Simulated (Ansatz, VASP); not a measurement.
## One calculation of Se, two programs

File POSCAR:

```
Se
1.0
    2.8105630200      0.0000000000      0.0000000000
    0.0000000000      2.8105630200      0.0000000000
    0.0000000000      0.0000000000      2.8105630200
Se
1
Direct
    0.0000000000      0.0000000000      0.0000000000
```

File INCAR.step1:

```
  PREC = Accurate
  ENCUT = 600
  ISMEAR = -1
  SIGMA = 0.05
  LREAL = F
  LASPH = T
  NELM = 80
  GGA = PE
  ALGO = Normal
  EDIFF = 1E-4
  LWAVE = T
  LCHARG = F
```

Contents of INCAR.step2:

```
  PREC = Accurate
  ENCUT = 600
  EDIFF = 1E-7
  ISMEAR = -1
  SIGMA = 0.05
  LREAL = F
  LASPH = T
  NELM = 80
  ALGO = Normal
  ISIF = 3
  LWAVE = F
  LCHARG = F
  METAGGA = R2SCAN
  LMIXTAU = T
  IBRION = 2
  NSW = 60
  EDIFFG = -0.01
  ISTART = 1
```

Contents of KPOINTS:

```
Automatic mesh
0
Gamma
  9 9 9
```

The input input.yaml:

```yaml
crystal:
  lattice:
    - [2.81056302, 0.0, 0.0]
    - [0.0, 2.81056302, 0.0]
    - [0.0, 0.0, 2.81056302]
  atoms:
    - { symbol: Se, position: [0.0, 0.0, 0.0] }
hamiltonian:
  xc: r2scan
  pseudopotentials: { kind: paw }
kpoints:
  mp_grid: { grid: [9, 9, 9] }
scf:
  occupations: { method: fermi_dirac, width: 0.05 }
output:
  forces: true
  stress: true
  eigenvalues: true
relax:
  f_tol: 0.01
  max_steps: 40
  cell: { stress_tol: 0.05 }
```

This isn't the form of Se at room conditions, which is trigonal, of chains.

Alike in both runs: task relaxation of cell and atoms; functional r2SCAN; k mesh 9 × 9 × 9; occupations fermi-dirac, width 0.05 eV; no spin polarisation.

```csv
,VASP,Ansatz
version,VASP 6.6.1,Ansatz 0.2.0
potentials or method,"VASP PAW PBE potentials, release 64 (Se)",Ansatz PAW
plane-wave cutoff (eV),600,500
valence electrons in the cell,6,16
```

Ansatz gave:

* gap on the k mesh at the Fermi level, each at its own relaxed structure (eV): none
* relaxed volume (Å³/atom): 22.44
* relaxed cell length with the largest relative difference (Å): 2.821

**Question.** Estimate VASP's values.

**Answer.** gap on the k mesh at the Fermi level, each at its own relaxed structure (eV): none; relaxed volume (Å³/atom): 22.41; relaxed cell length with the largest relative difference (Å): 2.820.

A gap of «none» marks a metal or a gap that the smearing closes. The two sets of potentials don't hold the same shells in valence.

Caveats: the PAW data sets were made with another functional, which shifts forces and pressure a little (VASP); the plane-wave basis is chosen anew once the cell has moved, so the energies of steps on either side of that aren't comparable (Ansatz); the PAW data sets come from PBE, with cores solved anew for the run's functional, which leaves a small shift of forces and pressure (Ansatz).
